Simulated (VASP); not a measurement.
A run of VASP 6.6.1:

The input INCAR:

```
PREC = Accurate
ENCUT = 520
EDIFF = 1E-7
ISMEAR = 0
SIGMA = 0.15
LREAL = F
LASPH = T
NELM = 100
ALGO = Fast
ISIF = 2
LWAVE = F
LCHARG = F
GGA = PS
NBANDS = 18
```

The input KPOINTS:

```
regular mesh
0
Gamma
  15 15 15
```

The input POSCAR:

```
BiTe
1.0
    2.3469480198      1.3550110710      3.5349137267
   -2.3469480198      1.3550110710      3.5349137267
    0.0000000000     -2.7100221420      3.5349137267
Bi Te
1 1
Direct
    0.5000000000      0.5000000000      0.5000000000
    0.0000000000      0.0000000000      0.0000000000
```

Potentials or basis: VASP PAW PBE potentials, release 64 (Bi_d, Te).

Run with:

```console
$ cat potpaw_PBE.64/Bi_d/POTCAR potpaw_PBE.64/Te/POTCAR > POTCAR
$ mpirun -np 1 vasp_std > vasp.out
```

Hardware: 1 thread of Intel(R) Xeon(R) 6975P-C (Granite Rapids), with other jobs on the host.

How long does it take, and how much memory?

Wall time 2.7 min on 1 thread of Intel(R) Xeon(R) 6975P-C (Granite Rapids), on a shared host, peak memory 0.53 GiB. Counts: scf iterations 13, k points 344.
